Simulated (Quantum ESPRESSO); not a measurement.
SnTe: phonons with PBEsol

SnTe:

```
Te Sn
1.0
     0.00000    3.61115    3.61115
     3.61115    0.00000    3.61115
     3.61115    3.61115    0.00000
Te Sn
1 1
Direct
  0.25000 0.25000 0.25000
  0.00000 0.00000 0.00000
```

Measurements of this composition are mostly on another form, of space group No. 225.

```
Program             : Quantum ESPRESSO 7.5
Task                : phonons
Functional          : PBEsol
Potentials or basis : GBRV 1.5 PBEsol
Cutoff              : 925 eV
Density cutoff      : 7401 eV
k mesh              : 6 × 6 × 6, shifted
Occupations         : fermi-dirac, width 0.05 eV
Spin                : no spin polarisation
Mixing beta         : 0.5
Most SCF iterations : 120
SCF threshold       : 4e-10 Ry
```

```json
{"Relaxed volume": "44.12 Å³/atom", "Relaxed cell": "a = 4.997 Å, b = 4.997 Å, c = 4.997 Å, α = 60.00°, β = 60.00°, γ = 60.00°", "Space group after relaxing (to 0.05 Å)": "F-43m (No. 216)", "Pressure after relaxing": "0.1 GPa", "Electronic dielectric tensor (diagonal)": "15.12", "Born charges (mean of the diagonal)": "Te -2.19; Sn +2.20 e", "Highest phonon frequency at Γ, LO-TO splitting left out": "110 cm⁻¹", "Static dielectric tensor (diagonal)": "18.70"}
```

The path:
| step | energy change (eV) | largest force (eV/Å) | pressure (GPa) | volume (Å³) |
| --- | --- | --- | --- | --- |
| 1 | 0.0000 | 0.0000 | -1.48 | 94.18 |
| 2 | -0.0062 | 0.0000 | -1.33 | 93.47 |
| 3 | -0.0142 | 0.0000 | -1.09 | 92.42 |
| 4 | -0.0230 | 0.0000 | -0.70 | 90.85 |
| 5 | -0.0287 | 0.0000 | -0.08 | 88.53 |
| 6 | -0.0288 | 0.0000 | 0.00 | 88.23 |
| 7 | -0.0288 | 0.0000 | 0.00 | 88.24 |

Final structure:
```cif
data_structure
_symmetry_space_group_name_H-M 'P 1'
_symmetry_Int_Tables_number 1
_cell_length_a 4.9972
_cell_length_b 4.9972
_cell_length_c 4.9972
_cell_angle_alpha 60.000
_cell_angle_beta 60.000
_cell_angle_gamma 60.000
_cell_volume 88.24
loop_
_atom_site_label
_atom_site_type_symbol
_atom_site_fract_x
_atom_site_fract_y
_atom_site_fract_z
_atom_site_occupancy
Te1 Te 0.25000 0.25000 0.25000 1
Sn1 Sn 0.00000 0.00000 0.00000 1
```

Levels at points of the mesh, in eV from the valence-band top:
```
           k point  band 8  band 9  band 10  band 11  band 12  band 13
(0.08, 0.08, 0.08)   -2.06   -2.06    -1.94     1.05     1.09     1.09
```

Phonon frequencies in cm⁻¹ (negative: imaginary):
```tsv
q point	frequencies
(0.000, 0.000, 0.000)	-2 -2 -2 110 110 110
```

Electronic dielectric tensor:
```
15.12  0.00  0.00
 0.00 15.12  0.00
 0.00  0.00 15.12
```

Born effective charge tensors (e):
atom 1, Te
```
-2.19  0.00  0.00
 0.00 -2.19  0.00
 0.00  0.00 -2.19
```
atom 2, Sn
```
2.20 0.00 0.00
0.00 2.20 0.00
0.00 0.00 2.20
```

Optical modes at Γ, degenerate ones joined, polar ones without the macroscopic field:
| cm⁻¹ | components | symmetry | active in | IR intensity, summed ((D/Å)²/amu) |
| --- | --- | --- | --- | --- |
| 110 | 3 | T2 | IR and Raman | 5.44 |

Zone-centre frequencies without and with the macroscopic field along z (cm⁻¹):
```
                optical modes in rising order
       without                    110 110 110
with the field                    110 110 123
```

Static dielectric tensor, electrons and zone-centre modes:
```
18.70  0.00  0.00
 0.00 18.70  0.00
 0.00  0.00 18.70
```

It took 40 min on 1 thread of Arm Neoverse V1, on a shared host, peak memory 0.55 GiB.

Caveat: the mesh is thin for the dielectric tensor, Born charges and intensities, which usually come out too large; the gap on the mesh is small and may close between mesh points, in which case fixed occupations spoil the response. Spin-orbit coupling is left out, which matters for the levels of Te.
